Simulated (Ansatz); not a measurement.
**CdSe (Cadmoselite) under changes of volume**

One of the cells (28.102 Å³/atom); the others are scaled copies at fixed shape and fractional positions:

```xyz
4
Lattice="4.3000 0.0000 0.0000 -2.1500 3.7239 0.0000 0.0000 0.0000 7.0200" Properties=species:S:1:pos:R:3 pbc="T T T"
Cd    2.1500    1.2413    3.5100
Cd    0.0000    2.4826    0.0000
Se    2.1500    1.2413    6.2127
Se    0.0000    2.4826    2.7027
```

```yaml
Program: Ansatz 0.2.0
Functional: r2SCAN
Potentials_or_basis: Ansatz PAW
Cutoff: "500 eV (not typed: the program's choice for these potentials)"
k_mesh: 7 × 7 × 4
Occupations: fermi-dirac, width 0.05 eV
Spin: no spin polarisation
```

| volume (Å³/atom) | energy over the lowest point (meV/atom) | pressure (GPa) | gap on the mesh (eV) | largest force (eV/Å) |
| --- | --- | --- | --- | --- |
| 26.416 | 40.57 | 5.7 | 1.34 | 0.348 |
| 26.978 | 23.31 | 4.2 | 1.29 | 0.323 |
| 27.540 | 11.13 | 2.8 | 1.24 | 0.300 |
| 28.102 | 3.52 | 1.6 | 1.20 | 0.278 |
| 28.665 | 0.00 | 0.5 | 1.15 | 0.258 |
| 29.227 | ? | ? | ? | ? |
| 29.789 | 3.60 | -1.4 | 1.06 | 0.222 |

**Question.** What does the run at 29.227 Å³/atom give?

**Answer.** Energy over the lowest point 0.15 meV/atom; pressure -0.5 GPa; gap on the mesh 1.11 eV; largest force 0.239 eV/Å.

Worked out: A Birch-Murnaghan fit of order 3 (a polynomial in V^(-2/3)) to the other rows has its minimum at 28.92 Å³/atom with B0 = V·E''(V) = 51 GPa and B' = 4.6 at fixed shape and positions, which overstates the stiffness. It gives 0.15 meV/atom at 29.227 Å³/atom, against the run's 0.15, and -dE/dV = -0.5 GPa, against -0.5. A straight line through the other rows of the gap, of slope -2.32 eV per unit of ln V (its deformation potential), gives 1.11 eV, against the run's 1.11.

Energies are extrapolated to zero smearing.

Caveats: odd divisions of the mesh miss points on the zone boundary, where band edges often lie, so the gap on the mesh can be too wide; the PAW data sets come from PBE, with cores solved anew for the run's functional, which leaves a small shift of forces and pressure.

Spin-orbit coupling on Cd, Se is left out.
